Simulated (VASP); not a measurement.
A run of VASP 6.6.1:

POSCAR

```
MgSi
1.0
    2.9083940000      0.0000000000      0.0000000000
    0.0000000000      2.9083940000      0.0000000000
    0.0000000000      0.0000000000      4.1034270000
Si Mg
1 1
Direct
    0.5000000000      0.5000000000      0.5000000000
    0.0000000000      0.0000000000      0.0000000000
```

INCAR.step1

```
PREC = Accurate
ENCUT = 520
EDIFF = 1E-5
ISMEAR = -1
SIGMA = 0.05
LREAL = False
LASPH = True
NELM = 60
ALGO = Normal
ISIF = 2
LWAVE = True
LCHARG = False
NBANDS = 10
GGA = PE
```

The input INCAR.step2:

```
PREC = Accurate
ENCUT = 520
EDIFF = 1E-7
ISMEAR = -1
SIGMA = 0.05
LREAL = False
LASPH = True
NELM = 60
ALGO = Normal
ISIF = 2
LWAVE = False
LCHARG = False
GGA = PE
LHFCALC = True
HFSCREEN = 0.2
AEXX = 0.15
PRECFOCK = Fast
NBANDS = 10
ISTART = 1
```

KPOINTS

```
regular mesh
0
Gamma
  5 5 4
```

Potentials or basis: VASP PAW PBE potentials, release 64 (Si, Mg).

Command:

```console
$ cat potpaw_PBE.64/Si/POTCAR potpaw_PBE.64/Mg/POTCAR > POTCAR
$ cp INCAR.step1 INCAR
$ mpirun -np 1 vasp_std > vasp.out
$ cp INCAR.step2 INCAR
$ mpirun -np 1 vasp_std > vasp.out
```

Hardware: 1 thread of AMD EPYC 7R43 64-Core Processor (Zen 3), with other jobs on the host.

How long does it take, and how much memory?

Run time: 2.2 min on 1 thread of AMD EPYC 7R43 64-Core Processor (Zen 3), with other jobs on the host, peak memory 0.22 GiB. Counts: scf iterations 10, k points 18.
